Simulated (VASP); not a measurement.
Wanted: the native input for a VASP 6.6.1 run.

| Property | Result |
| --- | --- |
| Task | single point |
| Functional | HSE06 |
| Potentials or basis | VASP PAW PBE potentials, release 64 (Cd, Se) |
| Cutoff | 520 eV |
| k mesh | 6 × 6 × 6 |
| Occupations | gaussian, width 0.1 eV |
| Spin | no spin polarisation |
| Grid for exact exchange (PRECFOCK) | Fast |
| Screening parameter | 0.2 1/A |
| Further INCAR settings | ALGO = Normal; EDIFF = 1e-06 |

Crystal: CdSe.

```xyz
2
Lattice="0.0000 2.8188 2.8188 2.8188 0.0000 2.8188 2.8188 2.8188 0.0000" Properties=species:S:1:pos:R:3 pbc="T T T"
Cd    0.0000    0.0000    0.0000
Se    2.8188    2.8188    2.8188
```

Measurements of this composition are mostly on another form, of space group No. 186.

One way to write it, as run:

POSCAR

```
CdSe
1.0
    0.0000000000      2.8187600000      2.8187600000
    2.8187600000      0.0000000000      2.8187600000
    2.8187600000      2.8187600000      0.0000000000
Cd Se
1 1
Direct
    0.0000000000      0.0000000000      0.0000000000
    0.5000000000      0.5000000000      0.5000000000
```

INCAR.step1

```
SYSTEM = CdSe
PREC = Accurate
ENCUT = 520
EDIFF = 1E-5
ISMEAR = 0
SIGMA = 0.1
LREAL = .False.
LASPH = .True.
NELM = 60
ALGO = Normal
ISIF = 2
LWAVE = .True.
LCHARG = .False.
GGA = PE
```

INCAR.step2

```
SYSTEM = CdSe
PREC = Accurate
ENCUT = 520
EDIFF = 1E-6
ISMEAR = 0
SIGMA = 0.1
LREAL = .False.
LASPH = .True.
NELM = 60
ALGO = Normal
ISIF = 2
LWAVE = .False.
LCHARG = .False.
GGA = PE
LHFCALC = .True.
HFSCREEN = 0.2
PRECFOCK = Fast
ISTART = 1
```

KPOINTS

```
regular mesh
0
Gamma
  6 6 6
  0 0 0
```

Potentials or basis: VASP PAW PBE potentials, release 64 (Cd, Se).

Command:

```sh
$ cat potpaw_PBE.64/Cd/POTCAR potpaw_PBE.64/Se/POTCAR > POTCAR
$ cp INCAR.step1 INCAR
$ mpirun -np 1 vasp_std > vasp.out
$ cp INCAR.step2 INCAR
$ mpirun -np 1 vasp_std > vasp.out
```

It gave:

```yaml
Pressure: 2.2 GPa
Band_gap_on_the_k_mesh: 0.40 eV, indirect (least direct gap 1.96 eV)
```

Caveat: the PAW data sets were made with another functional, which shifts forces and pressure a little.

It took 15 min on 1 thread of Intel(R) Xeon(R) Platinum 8488C (Sapphire Rapids), on a shared host, peak memory 0.28 GiB.
